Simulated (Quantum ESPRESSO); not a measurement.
# BN (P6_3/mmc) in Quantum ESPRESSO: a series of runs, part 2 of 2

Quantum ESPRESSO 7.5. Earlier steps stand in the parts before.

**3. Single point, LDA, 8.61 Å³/atom**

pw.in reads:

```
&CONTROL
  calculation = 'scf'
  prefix = 'pwscf'
  outdir = './tmp'
  pseudo_dir = './pseudo'
  tprnfor = .true.
  tstress = .true.
  disk_io = 'nowf'
/
&SYSTEM
  ibrav = 0
  nat = 4
  ntyp = 2
  ecutwfc = 84
  nbnd = 14
  occupations = 'smearing'
  smearing = 'fd'
  degauss = 0.00367493
/
&ELECTRONS
  conv_thr = 8d-10
  electron_maxstep = 120
  mixing_beta = 0.5
/
ATOMIC_SPECIES
N     14.0070 N.upf
B     10.8100 B.upf
CELL_PARAMETERS angstrom
   2.4644758610    0.0000000000    0.0000000000
  -1.2322379305    2.1342987027    0.0000000000
   0.0000000000    0.0000000000    6.5460173847
ATOMIC_POSITIONS crystal
N      0.6666666667    0.3333333333    0.2500000000
N      0.3333333333    0.6666666667    0.7500000000
B      0.6666666667    0.3333333333    0.7500000000
B      0.3333333333    0.6666666667    0.2500000000
K_POINTS automatic
12 12 4 0 0 0
```

Potentials or basis: PseudoDojo 0.4.1 SR LDA standard.

On the command line:

```bash
OMP_NUM_THREADS=1 pw.x -in pw.in > pw.out
```

It took 25 s on 1 thread of Intel Xeon Platinum 8375C at 2.90GHz (Ice Lake), shared host; peak memory 0.08 GiB.

It converged, with:

| Item | Value |
| --- | --- |
| Free energy | -730.4069 eV |
| Pressure | 7.7 GPa |
| Band gap on the k mesh | 4.17 eV, indirect (least direct gap 4.62 eV) |

**4. Single point, LDA, 8.79 Å³/atom**

Edit pw.in of step 3 so:

```diff
@@ -28,5 +28,5 @@
 CELL_PARAMETERS angstrom
-   2.4644758610    0.0000000000    0.0000000000
-  -1.2322379305    2.1342987027    0.0000000000
-   0.0000000000    0.0000000000    6.5460173847
+   2.4814727834    0.0000000000    0.0000000000
+  -1.2407363917    2.1490184693    0.0000000000
+   0.0000000000    0.0000000000    6.5911637588
 ATOMIC_POSITIONS crystal
```

On the command line:

```bash
OMP_NUM_THREADS=1 pw.x -in pw.in > pw.out
```

Run time: 25 s. Hardware: 1 thread of Intel Xeon Platinum 8375C at 2.90GHz (Ice Lake), shared host; peak memory 0.08 GiB.

The run converged. Its results:

```yaml
Free_energy: -730.4287 eV
Pressure: 2.1 GPa
Band_gap_on_the_k_mesh: 4.15 eV, indirect (least direct gap 4.59 eV)
```

**5. Single point, LDA, 8.97 Å³/atom**

Edit pw.in of step 4 so:

```diff
@@ -28,5 +28,5 @@
 CELL_PARAMETERS angstrom
-   2.4814727834    0.0000000000    0.0000000000
-  -1.2407363917    2.1490184693    0.0000000000
-   0.0000000000    0.0000000000    6.5911637588
+   2.4982400000    0.0000000000    0.0000000000
+  -1.2491200000    2.1635393048    0.0000000000
+   0.0000000000    0.0000000000    6.6357000000
 ATOMIC_POSITIONS crystal
```

On the command line:

```bash
OMP_NUM_THREADS=1 pw.x -in pw.in > pw.out
```

Wall time 25 s (1 thread of Intel Xeon Platinum 8375C at 2.90GHz (Ice Lake), shared host); peak memory 0.08 GiB.

It converged, with:

```yaml
Free_energy: -730.4268 eV
Pressure: -2.9 GPa
Band_gap_on_the_k_mesh: 4.13 eV, indirect (least direct gap 4.55 eV)
```

**6. Single point, LDA, 9.15 Å³/atom**

Edit pw.in of step 5 so:

```diff
@@ -28,5 +28,5 @@
 CELL_PARAMETERS angstrom
-   2.4982400000    0.0000000000    0.0000000000
-  -1.2491200000    2.1635393048    0.0000000000
-   0.0000000000    0.0000000000    6.6357000000
+   2.5147851179    0.0000000000    0.0000000000
+  -1.2573925590    2.1778677972    0.0000000000
+   0.0000000000    0.0000000000    6.6796463138
 ATOMIC_POSITIONS crystal
```

Potentials or basis: PseudoDojo 0.4.1 SR LDA standard.

On the command line:

```bash
OMP_NUM_THREADS=1 pw.x -in pw.in > pw.out
```

Wall time 25 s (1 thread of Intel Xeon Platinum 8375C at 2.90GHz (Ice Lake), shared host); peak memory 0.09 GiB.

Results (log left out):

```yaml
Free_energy: -730.4034 eV
Pressure: -7.5 GPa
Band_gap_on_the_k_mesh: 4.11 eV, indirect (least direct gap 4.50 eV)
```

**7. Single point, LDA, 9.33 Å³/atom**

Edit pw.in of step 6 so:

```diff
@@ -28,5 +28,5 @@
 CELL_PARAMETERS angstrom
-   2.5147851179    0.0000000000    0.0000000000
-  -1.2573925590    2.1778677972    0.0000000000
-   0.0000000000    0.0000000000    6.6796463138
+   2.5311153490    0.0000000000    0.0000000000
+  -1.2655576745    2.1920101922    0.0000000000
+   0.0000000000    0.0000000000    6.7230218559
 ATOMIC_POSITIONS crystal
```

On the command line:

```bash
OMP_NUM_THREADS=1 pw.x -in pw.in > pw.out
```

Wall time 25 s (1 thread of Intel Xeon Platinum 8375C at 2.90GHz (Ice Lake), shared host); peak memory 0.09 GiB.

The run converged. Its results:

```yaml
Free_energy: -730.3604 eV
Pressure: -11.7 GPa
Band_gap_on_the_k_mesh: 4.08 eV, indirect (least direct gap 4.45 eV)
```

**8. Single point, LDA, 9.50 Å³/atom**

Edit pw.in of step 7 so:

```diff
@@ -28,5 +28,5 @@
 CELL_PARAMETERS angstrom
-   2.5311153490    0.0000000000    0.0000000000
-  -1.2655576745    2.1920101922    0.0000000000
-   0.0000000000    0.0000000000    6.7230218559
+   2.5472375375    0.0000000000    0.0000000000
+  -1.2736187687    2.2059724170    0.0000000000
+   0.0000000000    0.0000000000    6.7658448057
 ATOMIC_POSITIONS crystal
```

On the command line:

```bash
OMP_NUM_THREADS=1 pw.x -in pw.in > pw.out
```

It took 25 s on 1 thread of Intel Xeon Platinum 8375C at 2.90GHz (Ice Lake), shared host; peak memory 0.09 GiB.

Results (log left out):

- Free energy: -730.2994 eV
- Pressure: -15.5 GPa
- Band gap on the k mesh: 4.06 eV, indirect (least direct gap 4.41 eV)

**9. Equation of state, LDA**

Potentials or basis: PseudoDojo 0.4.1 SR LDA standard.

This step only gathers the single runs of the series.

Results:

| Item | Value |
| --- | --- |
| Equilibrium volume | 8.86 Å³/atom |
| Bulk modulus at fixed shape and positions | 251 GPa |
| Pressure derivative of the bulk modulus | 3.5 |

Energy against volume, from the lowest point:
```
volume (Å³/atom)  energy (meV/atom)
           8.429              17.37
           8.608               5.45
           8.787               0.00
           8.967               0.46
           9.146               6.31
           9.325              17.07
           9.505              32.32
```

Caveat: the cell was scaled at fixed shape and fractional positions, which overstates the stiffness of a crystal with free parameters, most of all of layers and chains.
